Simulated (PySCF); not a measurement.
Start geometry of urea, `NC(N)=O` from GFN2-xTB (Å):
```
atom  x, y, z in Å
N1     1.1576   -0.3099   -0.0423
C2     0.0145    0.5029   -0.1352
N3    -1.1720   -0.1478    0.1472
O4     0.0976    1.6785   -0.4403
H5     2.0142    0.1971   -0.0648
H6     1.1002   -1.1364    0.4757
H7    -1.1786   -1.1511    0.1128
H8    -1.9783    0.3476   -0.1056
```

What comes out of this run: PySCF 2.14.0, PBE0-D3(BJ)/def2-SVP geometry optimisation, gas phase?

```
atom  x, y, z in Å
N1     1.1201   -0.0165    0.3868
C2    -0.0354    0.4702   -0.1858
N3    -1.0695   -0.4413   -0.2223
O4    -0.1336    1.5982   -0.6192
H5     1.8120    0.6958    0.5802
H6     1.0517   -0.7521    1.0780
H7    -0.8490   -1.4280   -0.2645
H8    -1.8458   -0.1497   -0.8022
```

The energy falls by 0.104 eV over 12 energy and gradient evaluations, the largest force component goes from 0.0402 to 1.8e-04 Eh/bohr, and the atoms move by 0.063 Å rms after alignment. The bond that changes most is N1–H6 (nitrogen bound to a carbonyl carbon to N–H hydrogen), which lengthens by 0.035 Å. Bonds longer at the end by more than 0.005 Å: 4 of 7; shorter: 2. Among the angles that change most is H7–N3–H8, from 119.4° to 115.1°. Rotational constants go from 11158, 10274, 5371 to 11252, 10430, 5454 MHz. The orientation of the end geometry is arbitrary; only internal coordinates are fixed.

The run used 76 basis functions and 83 SCF cycles in all.

No frequency check.
